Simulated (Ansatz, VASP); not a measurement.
**Al2Cu in VASP and in Ansatz**

The input INCAR:

```
ALGO     = Normal         # electronic algorithm
EDIFF    = 1E-6           # SCF threshold, eV
ENCUT    = 520            # plane-wave cutoff, eV
GGA      = PE             # functional
ISIF     = 2              # what is computed and relaxed
ISMEAR   = 0              # smearing method
LASPH    = True           # aspherical terms in the spheres
LCHARG   = True           # write CHGCAR
LELF     = True           # ELF
LREAL    = False          # projectors in reciprocal space
LVHAR    = True         
LWAVE    = False          # write WAVECAR
NBANDS   = 16             # bands
NELM     = 100            # most SCF steps
PREC     = Accurate       # precision mode
SIGMA    = 0.15           # smearing width, eV
```

File KPOINTS:

```
k-points
0
Gamma
  10 10 14
```

File POSCAR:

```
Al2Cu
1.0
    4.1759740897      0.0000000000      0.0000000000
    0.0000000000      4.1759740897      0.0000000000
    0.0000000000      0.0000000000      2.8847334069
Al Cu
2 1
Direct
    0.5000000000      0.0000000000      0.5000000000
    0.0000000000      0.5000000000      0.5000000000
    0.0000000000      0.0000000000      0.0000000000
```

Input for Ansatz:

```yaml
crystal:
  lattice:
    - [4.1759740897, 0.0, 0.0]
    - [0.0, 4.1759740897, 0.0]
    - [0.0, 0.0, 2.8847334069]
  atoms:
    - { symbol: Al, position: [0.5, 0.0, 0.5] }
    - { symbol: Al, position: [0.0, 0.5, 0.5] }
    - { symbol: Cu, position: [0.0, 0.0, 0.0] }
basis:
  ecutwfc: 520.0
kpoints:
  mp_grid: { grid: [10, 10, 14] }
hamiltonian:
  xc: pbe
  pseudopotentials: { kind: paw, azcp: { folder: soft_1 } }
scf:
  occupations: { method: gaussian, width: 0.15 }
output:
  forces: true
  stress: true
  eigenvalues: true
  write_density: true
  write_potential: true
  elf: true
  volumetric_format: npy
```

Change from the starting cell: mode 9 frozen in at +0.000 Å, equal normal strain along x and y +0.0133.

Alike in both runs: task single point; functional PBE; k mesh 10 × 10 × 14; occupations gaussian, width 0.15 eV; no spin polarisation.

```csv
,VASP,Ansatz
version,VASP 6.6.1,Ansatz 0.2.0
potentials or method,"VASP PAW PBE potentials, release 64 (Al, Cu)","scalar-relativistic, plane waves, PAW"
plane-wave cutoff (eV),520,520
valence electrons in the cell,17,25
```

VASP gave:

* gap on the k mesh at the Fermi level (eV): none
* pressure (GPa): -2.1
* largest component of the traceless stress (GPa): 0.46

Task: What did Ansatz give for the same quantities?

Result: gap on the k mesh at the Fermi level (eV): none; pressure (GPa): -2.2; largest component of the traceless stress (GPa): 0.48.

A gap of «none» marks a metal or a gap that the smearing closes. With one functional, cell and mesh, what is left measures potentials, basis and numerics. The two sets of potentials don't hold the same shells in valence.
